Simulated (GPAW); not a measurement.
Runs of GPAW 26.7.0 on FeO (Wuestite). The structure is cubic, space group Fm-3m (No. 225). The conventional cell has a = 4.311 Å, b = 4.311 Å, c = 4.311 Å, α = 90.00°, β = 90.00°, γ = 90.00°. Around Fe (site symmetry m-3m) lie 6 O at 2.16 Å. Around O (site symmetry m-3m) lie 6 Fe at 2.16 Å. 

```tsv
task	level	potentials or basis	cell	smearing	eigensolver	optimizer	fmax	max steps	convergence	gap on the mesh (eV)	pressure (GPa)	moment (μB)
single point	PBEsol	PAW data sets generated in the run's folder for this functional, pw	as given	gaussian 0.05 eV	-	-	-	-	-	none	(a)	4.00
relaxation of cell and atoms	BLYP+D3(BJ)	PAW data sets generated in the run's folder for this functional, pw	relaxed	fermi-dirac 0.05 eV	davidson	LBFGS	0.05 eV/Å	100	density=1e-05 forces=0.0001	none	-0.8	4.00
single point	RPBE	the program's PAW data sets (release 1.2.1) made for this functional, pw	as given	gaussian 0.05 eV	-	-	-	-	-	none	6.7	4.00
relaxation of cell and atoms	BLYP+D4	PAW data sets generated in the run's folder for this functional, pw	relaxed	fermi-dirac 0.05 eV	davidson	FIRE	0.02 eV/Å	60	density=1e-05 forces=0.0001	none	-0.3	4.00
```

Alike in all rows: spin collinear, ferromagnetic start; k mesh 11 × 11 × 11; cutoff (eV) 800.

Task: Fill in the values left out.

Result: (a) -7.1.

Caveats: a cell with one magnetic atom can't hold antiferromagnetic order, which such compounds often take; semilocal functionals often make such compounds metallic where correlation or magnetic order opens a gap, which also shifts bond lengths; each step starts from the last one's moments, so a moment once lost doesn't come back (some runs); later steps reuse the first step's grids (some runs); pairwise dispersion overbinds metals, which lowers pressure and volume (some runs); the relaxation stopped at its first step, so nothing moved (some runs).

A gap of «none» marks a metal or a gap under the smearing width.

Runs at the PBE level aren't shown here.
